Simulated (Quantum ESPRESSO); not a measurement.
The system is AgCl (Chlorargyrite).

```
CELL_PARAMETERS angstrom
0.00000 2.73500 2.73500
2.73500 0.00000 2.73500
2.73500 2.73500 0.00000
ATOMIC_POSITIONS crystal
Ag 0.00000 0.00000 0.00000
Cl 0.50000 0.50000 0.50000
```

Base run:

```yaml
Program: Quantum ESPRESSO 7.5
Functional: AM05
Potentials_or_basis: PseudoDojo 0.4.1 SR PBE standard
Cutoff: 1116 eV
Density_cutoff: 4463 eV
k_mesh: 6 × 6 × 6, shifted
Occupations: fermi-dirac, width 0.05 eV
Spin: no spin polarisation
```

Its results: pressure 0.3 GPa; electronic dielectric tensor (diagonal) 5.37.

Problem. After a change of settings the same cell gave: pressure -0.8 GPa; electronic dielectric tensor (diagonal) 5.47. Which change was it?
A. functional from AM05 to PBEsol; potentials or basis from PseudoDojo 0.4.1 SR PBE standard to PseudoDojo 0.4.1 SR PBEsol standard
B. functional from AM05 to LDA; potentials or basis from PseudoDojo 0.4.1 SR PBE standard to PseudoDojo 0.4.1 SR LDA standard; cutoff from 1116 eV to 1170 eV; density cutoff from 4463 eV to 4680 eV
C. functional from AM05 to BLYP
D. functional from AM05 to PBE

Solution. A.

Caveats: the potentials were made for another functional, which shifts forces and pressure (some runs).
